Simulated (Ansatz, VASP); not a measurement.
Two plane-wave programs on Al

```
Al
1.0
     2.60829    0.00000    0.00000
     0.00000    2.60829    0.00000
     0.00000    0.00000    2.60829
Al
1
Direct
  0.00000 0.00000 0.00000
```

Alike in both runs: task single point; functional PBE; k mesh 13 × 13 × 13; occupations fermi-dirac, width 0.1 eV; no spin polarisation.

|  | VASP | Ansatz |
| --- | --- | --- |
| version | VASP 6.6.1 | Ansatz 0.2.0 |
| potentials or method | VASP PAW PBE potentials, release 64 (Al) | plane waves (420 eV) with PAW, scalar-relativistic |
| plane-wave cutoff (eV) | 520 | 420 |
| valence electrons in the cell | 3 | 3 |

|  | VASP | Ansatz | Ansatz less VASP |
| --- | --- | --- | --- |
| pressure (GPa) | 9.6 | 9.6 | +0.01 |
